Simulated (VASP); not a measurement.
# Fe: equation of state with PBEsol

Fe:

```xyz
1
Lattice="0.0000 1.9687 1.9678 1.3927 0.0000 1.9678 1.3927 1.9687 0.0000" Properties=species:S:1:pos:R:3 pbc="T T T"
Fe    0.0000    0.0000    0.0000
```

```json
{
 "Program": "VASP 6.6.1",
 "Task": "equation of state",
 "Functional": "PBEsol",
 "Potentials or basis": "VASP PAW PBE potentials, release 64 (Fe)",
 "Cutoff": "520 eV",
 "k mesh": "12 × 12 × 12",
 "Occupations": "fermi-dirac, width 0.05 eV",
 "Spin": "collinear spin, ferromagnetic start",
 "Starting moments": "[3.0] μB"
}
```

```
Equilibrium volume                        : 10.80 Å³/atom
Bulk modulus at fixed shape and positions : 219 GPa
Pressure derivative of the bulk modulus   : 6.2 (rough: it moves with the points fitted)
```

Energy against volume, from the lowest point:
```
volume (Å³/atom)  energy (meV/atom)
          10.358              13.38
          10.574               3.30
          10.790               0.00
          11.006               2.72
          11.221              10.49
```

All runs of the series together: 88 s on 1 thread of Intel(R) Xeon(R) 6975P-C (Granite Rapids), on a shared host.

Caveat: the cell was scaled at fixed shape and fractional positions, which overstates the stiffness of a crystal with free parameters, most of all of layers and chains; the PAW data sets were made with another functional, which shifts forces and pressure a little.
